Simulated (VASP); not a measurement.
Input of a VASP 6.6.1 run:

The input INCAR:

```
SYSTEM = Cu2O
  ALGO = Fast
  EDIFF = 1E-6
  ENCUT = 520
  GGA = PE
  ISIF = 2
  ISMEAR = 0
  KPAR = 2
  LASPH = .TRUE.
  LCHARG = .FALSE.
  LMAXMIX = 4
  LREAL = .FALSE.
  LWAVE = .FALSE.
  NELM = 80
  PREC = Accurate
  SIGMA = 0.03
```

File KPOINTS:

```
k-points
0
G
  6 6 6
  0 0 0
```

File POSCAR:

```
Cu2O                                    
1.0
    4.2311326687      0.0000000000      0.0000000000
    0.0000000000      4.2311326687      0.0000000000
    0.0000000000      0.0000000000      4.2311326687
  Cu              O             
     4     2
Direct
     0.2500000000000000    0.2500000000000000    0.2500000000000000
     0.2500000000000000    0.7500000000000000    0.7500000000000000
     0.7500000000000000    0.7500000000000000    0.2500000000000000
     0.7500000000000000    0.2500000000000000    0.7500000000000000
     0.0000000000000000    0.0000000000000000    0.0000000000000000
     0.5000000000000000    0.5000000000000000    0.5000000000000000
```

Contents of KPOINTS_OPT:

```
explicit points
158
Reciprocal
 0.0000000000  0.0000000000  0.0000000000 1
 0.0000000000  0.0357142857  0.0000000000 1
 0.0000000000  0.0714285714  0.0000000000 1
 0.0000000000  0.1071428571  0.0000000000 1
 0.0000000000  0.1428571429  0.0000000000 1
 0.0000000000  0.1785714286  0.0000000000 1
[... 150 lines left out ...]
 0.0167796500  0.4832203500  0.0000000000 1
-0.0167796500  0.5167796500  0.0000000000 1
```

Potentials or basis: VASP PAW PBE potentials, release 64 (Cu, O).

Run with:

```sh
$ cat potpaw_PBE.64/Cu/POTCAR potpaw_PBE.64/O/POTCAR > POTCAR
$ mpirun -np 2 vasp_std > vasp.out
```

(1) Estimate the band gap on the k mesh.

(2) Estimate the band gap along the path.

(3) What does it give for the pressure?

## Answers

(1) 0.59 eV, direct.

(2) 0.59 eV, direct.

(3) 6.8 GPa.

**Experimental background.**

From “Importance of surface oxygen vacancies for ultrafast hot carrier relaxation and transport in Cu2O”, 2021, arxiv:2103.03167, for a bulk crystal of Cu2O: band gap 2.17 eV (direct).

Against the measured gap of Cu2O, 2.17 eV (direct; quoted in “Importance of surface oxygen vacancies for ultrafast hot carrier relaxation and transport in Cu2O”, 2021, arxiv:2103.03167), the calculated 0.59 eV is off by -1.58 eV. So large a miss can be the level of theory's own, or it may mean another phase, state or a wrong row. The value is that of PBE, without temperature or zero-point motion. Semilocal functionals fall short of measured gaps as a rule.
